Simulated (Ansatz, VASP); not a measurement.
K2F: VASP beside Ansatz

INCAR

```
ALGO = Normal ; EDIFF = 1E-6
ENCUT = 520 ; GGA = PE
ISIF = 2 ; ISMEAR = 0
LASPH = True ; LCHARG = True
LELF = True ; LREAL = False
LVHAR = True ; LWAVE = False
NBANDS = 20 ; NELM = 80
PREC = Accurate ; SIGMA = 0.1
```

KPOINTS

```
k-points
0
Gamma
  4 4 4
```

POSCAR

```
K2F
1.0
    0.0000000000      3.7125140200      3.7125140200
    3.7125140200      0.0000000000      3.7125140200
    3.7125140200      3.7125140200      0.0000000000
K F
2 1
Direct
    0.2500000000      0.2500000000      0.2500000000
    0.7500000000      0.7500000000      0.7500000000
    0.5000000000      0.5000000000      0.5000000000
```

Input for Ansatz:

```yaml
crystal:
  lattice:
    - [0.0, 3.71251402, 3.71251402]
    - [3.71251402, 0.0, 3.71251402]
    - [3.71251402, 3.71251402, 0.0]
  atoms:
    - { symbol: K, position: [0.25, 0.25, 0.25] }
    - { symbol: K, position: [0.75, 0.75, 0.75] }
    - { symbol: F, position: [0.5, 0.5, 0.5] }
basis:
  ecutwfc: 420
kpoints:
  mp_grid: { grid: [4, 4, 4] }
hamiltonian:
  xc: pbe
scf:
  occupations: { method: gaussian, width: 0.1 }
  lower_state_search: "off"
output:
  forces: true
  stress: true
  eigenvalues: true
```

Alike in both runs: task single point; functional PBE; k mesh 4 × 4 × 4; occupations gaussian, width 0.1 eV; no spin polarisation.

|  | VASP | Ansatz |
| --- | --- | --- |
| version | VASP 6.6.1 | Ansatz 0.2.0 |
| potentials or method | VASP PAW PBE potentials, release 64 (K_sv, F) | scalar-relativistic, plane waves, PAW |
| plane-wave cutoff (eV) | 520 | 420 |
| valence electrons in the cell | 25 | 25 |

|  | VASP | Ansatz | Ansatz less VASP |
| --- | --- | --- | --- |
| gap on the k mesh at the Fermi level (eV) | none | none | - |
| pressure (GPa) | -0.8 | -0.8 | +0.06 |

A gap of «none» marks a metal or a gap that the smearing closes.

Caveats: the k mesh is coarse (spacing up to 0.37 Å⁻¹), so the values aren't converged; an odd number of electrons without spin polarisation forces a metal; a magnetic or distorted state may lie lower.
